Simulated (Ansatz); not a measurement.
Here are 6 structures of LiF, each relaxed with r2SCAN (the plane-wave code Ansatz). Computed values for non-magnetic cells; some structures come from databases, others from prototypes and may be hypothetical.

- CsCl type: it is cubic, Pm-3m (No. 221); conventional cell a = 2.516 Å, 7.97 Å³ an atom. Li is surrounded by 8 F at 2.18 Å; F is surrounded by 8 Li at 2.18 Å.
- h-MgO type: it is hexagonal, P6_3/mmc (No. 194); a = 3.280 Å, c = 4.000 Å in the conventional setting, 9.32 Å³ an atom. Li has 5 F at 1.89–2.00 Å; F has 5 Li at 1.89–2.00 Å.
- NiAs type: space group P6_3/mmc (No. 194), hexagonal; conventional cell a = 2.776 Å, c = 4.783 Å, 7.98 Å³ an atom. Around Li lie 6 F at 2.00 Å; around F lie 6 Li at 2.00 Å.
- rocksalt: it is cubic, Fm-3m (No. 225); conventional cell a = 3.990 Å, 7.94 Å³ an atom. Li has 6 F at 1.99 Å; F has 6 Li at 1.99 Å.
- zincblende: the symmetry is F-43m (No. 216, cubic); a = 4.289 Å in the conventional setting, 9.86 Å³ an atom. Li has 4 F at 1.86 Å; F has 4 Li at 1.86 Å.
- database P6_3mc (4 atoms): space group P6_3mc (No. 186), hexagonal; conventional cell a = 3.081 Å, c = 4.785 Å, 9.83 Å³ an atom. Around Li lie 4 F at 1.86–1.87 Å; around F lie 4 Li at 1.86–1.87 Å.

(1) Which is lowest in energy with r2SCAN, and by how much?

(2) Does the order change among the functionals that relaxed these cells?

(3) What gaps does HSE06 give on these cells?

(4) What gaps does PBE give on these cells?

Results:

(1) Among these cells the lowest with r2SCAN is rocksalt, 25 meV an atom below the next, h-MgO type. Other structures, not computed here, could lie lower. In meV an atom: rocksalt, 0; h-MgO type, 25; database P6_3mc (4 atoms), 32; zincblende, 44; NiAs type, 45; CsCl type, 311.

(2) Yes. PBE puts database P6_3mc (4 atoms) lowest instead. PBE: CsCl type 303, h-MgO type 5, NiAs type 50, rocksalt 7, zincblende 11, database P6_3mc (4 atoms) 0 meV an atom.

(3) CsCl type: 10.17 i (M → Γ); h-MgO type: 9.98 d (Γ); NiAs type: 11.54 d (Γ); rocksalt: 11.67 i (K–Γ (0.83) → Γ); zincblende: 10.11 d (Γ); database P6_3mc (4 atoms): 10.03 d (Γ) (eV; d direct, i indirect).

(4) CsCl type: 7.93 i (M → Γ); h-MgO type: 7.82 d (Γ); NiAs type: 9.21 d (Γ); zincblende: 7.93 d (Γ); database P6_3mc (4 atoms): 7.85 d (Γ) (eV; d direct, i indirect).

Where an edge lies off the special points, it is a point of the mesh or the k point where a search put PBE's edge or least direct gap, reused for the other functionals, whose own edges may lie a little apart.

The meshes of the hybrids are coarse, so their gaps aren't converged to the digits shown.
